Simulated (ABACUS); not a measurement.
Runs of ABACUS 3.10.1 on LiF (Griceite). The structure is cubic, space group Fm-3m (No. 225). Conventional cell: a = 4.028 Å, b = 4.028 Å, c = 4.028 Å, α = 90.00°, β = 90.00°, γ = 90.00°. F (site symmetry m-3m) has 6 Li at 2.01 Å as nearest neighbours. Li (site symmetry m-3m) is surrounded by 6 F at 2.01 Å. 

| task | potentials or basis | cell | gap on the mesh (eV) | pressure (GPa) | V0 of scaled cells (Å³/atom) | B0 (GPa) |
| --- | --- | --- | --- | --- | --- | --- |
| equation of state | PseudoDojo NC SR 0.4.1 PBE standard, TZDP LCAO (the cutoffs set its grid) | as given | - | - | (a) | (b) |
| equation of state | PseudoDojo NC SR 0.4.1 PBE standard, DZP LCAO (the cutoffs set its grid) | as given | - | - | 8.44 | 67 |
| single point | PseudoDojo NC SR 0.4.1 PBE standard, TZDP LCAO (the cutoffs set its grid) | as given | 9.12 | 1.9 | - | - |
| single point | PseudoDojo NC SR 0.4.1 PBE standard, DZP LCAO (the cutoffs set its grid) | as given | 9.16 | 2.3 | - | - |
| single point | PseudoDojo NC SR 0.4.1 PBE standard, DZP LCAO (the cutoffs set its grid) | atoms moved at random, drawn with an rms of 0.05 Å | 9.16 | 2.4 | - | - |

Alike in all rows: level PBE; no spin polarisation; k mesh 11 × 11 × 11; cutoff (eV) 1361; smearing fermi-dirac 0.05 eV.

Estimate the missing entries.

(a) 8.39; (b) 68.

Caveats: the atomic orbitals were generated for these runs and aren't a published set; the basis of atomic orbitals isn't converged, which shifts pressures, moduli and gaps; an odd mesh through Γ misses points on the zone boundary, where band edges often lie (some runs).
